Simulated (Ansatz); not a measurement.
PbO₂: what symmetry allows forces and stress to be

```
Pb O
1.0
    -0.05404    2.84101    2.84101
     2.78697    0.00000    2.78697
     2.78697    2.78697    0.00000
Pb O
1 2
Direct
  0.00000 0.00000 0.00000
  0.30888 0.23037 0.23037
  0.69112 0.76963 0.76963
```

These are results of DFT PBE, scalar-relativistic, plane waves, PAW in Ansatz 0.2.0, not measurements.

Settings: cutoff 420 eV, Γ-centred mesh 12×12×12 on the computed 3-atom cell, Gaussian smearing of 0.10 eV; no spin polarisation.

This distorted cell has space group R-3m, with 12 operations.

**Question.** Without a calculation: in which directions can each atom feel a force?

**Answer.** A force must be left unchanged by every operation that keeps its atom in place, so it lies in the space that those operations leave fixed. Atoms that the group maps onto each other feel forces of one size.
```json
{"atom": "Pb1", "site symmetry": "-3m", "operations at the site": "12", "equivalent to atom": "1", "allowed force (Cartesian)": "none"}
{"atom": "O2", "site symmetry": "3m", "operations at the site": "6", "equivalent to atom": "2", "allowed force (Cartesian)": "along (-0.58, 0.58, 0.58)"}
{"atom": "O3", "site symmetry": "3m", "operations at the site": "6", "equivalent to atom": "2", "allowed force (Cartesian)": "along (-0.58, 0.58, 0.58)"}
```

That leaves 1 independent force component of 9. A relaxation in this cell that keeps the symmetry moves the atoms in these directions alone.

**Question.** And the stress tensor?

**Answer.** It must be invariant under the point group, which leaves 2 independent components: xx = yy, xx = zz, yy = zz, xz = xy. Further linear relations between components hold in this frame.

**Question.** Do the computed values obey this?

**Answer.** Yes. Forces (eV/Å):
```
Pb1  0.000  0.000  0.000
O2   0.916 -0.916 -0.916
O3  -0.916  0.916  0.916
```

Stress (GPa, compression positive, xx yy zz yz xz xy): -9.32 -9.32 -9.32 -1.31 1.31 1.31. The program imposes the same operations on density, forces and stress, so this confirms the analysis and is no independent test of the calculation.

Spin–orbit coupling is left out, which can shift energies with elements as heavy as these.